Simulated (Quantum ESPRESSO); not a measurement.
A run of Quantum ESPRESSO 7.5 is set up as follows.

pw.in

```
&CONTROL
  calculation = 'scf'
  prefix = 'pwscf'
  outdir = './tmp'
  pseudo_dir = './pseudo'
  tprnfor = .true.
  tstress = .true.
  disk_io = 'low'
/
&SYSTEM
  ibrav = 0
  nat = 2
  ntyp = 2
  ecutwfc = 84
  nbnd = 14
  occupations = 'smearing'
  smearing = 'fd'
  degauss = 0.00367493
/
&ELECTRONS
  conv_thr = 4d-10
  electron_maxstep = 120
  mixing_beta = 0.5
/
ATOMIC_SPECIES
Mg    24.3050 Mg.upf
O     15.9990 O.upf
CELL_PARAMETERS bohr
   0.0000000000    3.9627583152    3.9627583152
   3.9627583152    0.0000000000    3.9627583152
   3.9627583152    3.9627583152    0.0000000000
ATOMIC_POSITIONS bohr
Mg     0.0000000000    0.0000000000    0.0000000000
O      3.9627583152    3.9627583152    3.9627583152
K_POINTS automatic
11 11 11 0 0 0
```

bands.in

```
&CONTROL
  calculation = 'bands'
  prefix = 'pwscf'
  outdir = './tmp'
  pseudo_dir = './pseudo'
  disk_io = 'low'
  verbosity = 'high'
/
&SYSTEM
  ibrav = 0
  nat = 2
  ntyp = 2
  ecutwfc = 84
  nbnd = 14
  occupations = 'smearing'
  smearing = 'fd'
  degauss = 0.00367493
/
&ELECTRONS
  conv_thr = 1d-08
  electron_maxstep = 120
  mixing_beta = 0.5
  diago_full_acc = .true.
/
ATOMIC_SPECIES
Mg    24.3050 Mg.upf
O     15.9990 O.upf
CELL_PARAMETERS bohr
   0.0000000000    3.9627583152    3.9627583152
   3.9627583152    0.0000000000    3.9627583152
   3.9627583152    3.9627583152    0.0000000000
ATOMIC_POSITIONS bohr
Mg     0.0000000000    0.0000000000    0.0000000000
O      3.9627583152    3.9627583152    3.9627583152
K_POINTS crystal
60
 0.0000000000  0.0000000000  0.0000000000 1
 0.0625000000  0.0000000000  0.0625000000 1
 0.1250000000  0.0000000000  0.1250000000 1
 0.1875000000  0.0000000000  0.1875000000 1
 0.2500000000  0.0000000000  0.2500000000 1
 0.3125000000  0.0000000000  0.3125000000 1
 0.3750000000  0.0000000000  0.3750000000 1
 0.4375000000  0.0000000000  0.4375000000 1
 0.5000000000  0.0000000000  0.5000000000 1
 0.5000000000  0.0625000000  0.5625000000 1
 0.5000000000  0.1250000000  0.6250000000 1
 0.5000000000  0.1875000000  0.6875000000 1
 0.5000000000  0.2500000000  0.7500000000 1
 0.4375000000  0.3125000000  0.7500000000 1
 0.3750000000  0.3750000000  0.7500000000 1
 0.3375000000  0.3375000000  0.6750000000 1
 0.3000000000  0.3000000000  0.6000000000 1
 0.2625000000  0.2625000000  0.5250000000 1
 0.2250000000  0.2250000000  0.4500000000 1
 0.1875000000  0.1875000000  0.3750000000 1
 0.1500000000  0.1500000000  0.3000000000 1
 0.1125000000  0.1125000000  0.2250000000 1
 0.0750000000  0.0750000000  0.1500000000 1
 0.0375000000  0.0375000000  0.0750000000 1
 0.0000000000  0.0000000000  0.0000000000 1
 0.0625000000  0.0625000000  0.0625000000 1
 0.1250000000  0.1250000000  0.1250000000 1
 0.1875000000  0.1875000000  0.1875000000 1
 0.2500000000  0.2500000000  0.2500000000 1
 0.3125000000  0.3125000000  0.3125000000 1
 0.3750000000  0.3750000000  0.3750000000 1
 0.4375000000  0.4375000000  0.4375000000 1
 0.5000000000  0.5000000000  0.5000000000 1
 0.5250000000  0.4500000000  0.5250000000 1
 0.5500000000  0.4000000000  0.5500000000 1
 0.5750000000  0.3500000000  0.5750000000 1
 0.6000000000  0.3000000000  0.6000000000 1
 0.6250000000  0.2500000000  0.6250000000 1
 0.5833333333  0.2500000000  0.6666666667 1
 0.5416666667  0.2500000000  0.7083333333 1
 0.5000000000  0.2500000000  0.7500000000 1
 0.5000000000  0.2857142857  0.7142857143 1
 0.5000000000  0.3214285714  0.6785714286 1
 0.5000000000  0.3571428571  0.6428571429 1
 0.5000000000  0.3928571429  0.6071428571 1
 0.5000000000  0.4285714286  0.5714285714 1
 0.5000000000  0.4642857143  0.5357142857 1
 0.5000000000  0.5000000000  0.5000000000 1
 0.4821428571  0.4821428571  0.5357142857 1
 0.4642857143  0.4642857143  0.5714285714 1
 0.4464285714  0.4464285714  0.6071428571 1
 0.4285714286  0.4285714286  0.6428571429 1
 0.4107142857  0.4107142857  0.6785714286 1
 0.3928571429  0.3928571429  0.7142857143 1
 0.3750000000  0.3750000000  0.7500000000 1
 0.6250000000  0.2500000000  0.6250000000 1
 0.5937500000  0.1875000000  0.5937500000 1
 0.5625000000  0.1250000000  0.5625000000 1
 0.5312500000  0.0625000000  0.5312500000 1
 0.5000000000  0.0000000000  0.5000000000 1
```

Potentials or basis: PseudoDojo 0.4.1 SR LDA standard.

Launch:

```console
$ OMP_NUM_THREADS=1 pw.x -in pw.in > pw.out
$ OMP_NUM_THREADS=1 pw.x -in bands.in > bands.out
```

Task: Estimate the band gap along the path.

Result: 4.82 eV, direct.

Task: Estimate the pressure.

Result: -4.0 GPa.

Levels at the corners of the path, in eV from the valence-band top:
| point | band 4 | band 5 | band 6 | band 7 | band 8 | band 9 | band 10 | band 11 | band 12 | band 13 |
| --- | --- | --- | --- | --- | --- | --- | --- | --- | --- | --- |
| Γ | -38.89 | -17.00 | 0.00 | 0.00 | 0.00 | 4.82 | 15.77 | 15.77 | 15.77 | 19.68 |
| X | -38.92 | -15.34 | -4.16 | -1.38 | -1.38 | 9.02 | 9.87 | 13.02 | 18.84 | 18.84 |
| W | -38.92 | -15.27 | -3.01 | -3.01 | -1.82 | 11.58 | 11.58 | 12.05 | 15.47 | 21.89 |
| K | -38.91 | -15.31 | -3.56 | -2.77 | -1.17 | 10.01 | 11.68 | 12.46 | 17.99 | 18.28 |
| Γ | -38.89 | -17.00 | 0.00 | 0.00 | 0.00 | 4.82 | 15.77 | 15.77 | 15.77 | 19.68 |
| L | -38.90 | -15.58 | -4.73 | -0.66 | -0.66 | 7.85 | 12.55 | 16.17 | 16.17 | 20.88 |
| U | -38.91 | -15.31 | -3.56 | -2.77 | -1.17 | 10.01 | 11.68 | 12.46 | 17.99 | 18.28 |
| W | -38.92 | -15.27 | -3.01 | -3.01 | -1.82 | 11.58 | 11.58 | 12.05 | 15.47 | 21.89 |
| L | -38.90 | -15.58 | -4.73 | -0.66 | -0.66 | 7.85 | 12.55 | 16.17 | 16.17 | 20.88 |
| K | -38.91 | -15.31 | -3.56 | -2.77 | -1.17 | 10.01 | 11.68 | 12.46 | 17.99 | 18.28 |
| U | -38.91 | -15.31 | -3.56 | -2.77 | -1.17 | 10.01 | 11.68 | 12.46 | 17.99 | 18.28 |
| X | -38.92 | -15.34 | -4.16 | -1.38 | -1.38 | 9.02 | 9.87 | 13.02 | 18.84 | 18.84 |

**Measured values to compare with.**

From “Electronic structure of alkaline earth and post-transition metal oxides”, 2009, arxiv:0908.1581, for a bulk crystal of MgO: band gap 7.83 eV.

A measured gap of MgO is 7.83 eV (quoted in “Electronic structure of alkaline earth and post-transition metal oxides”, 2009, arxiv:0908.1581); the calculated 4.82 eV misses it by -3.01 eV. The value is that of LDA, without temperature or zero-point motion. Semilocal functionals fall short of measured gaps as a rule. The cell is a database's relaxed one, not the measured one, which moves gaps too.
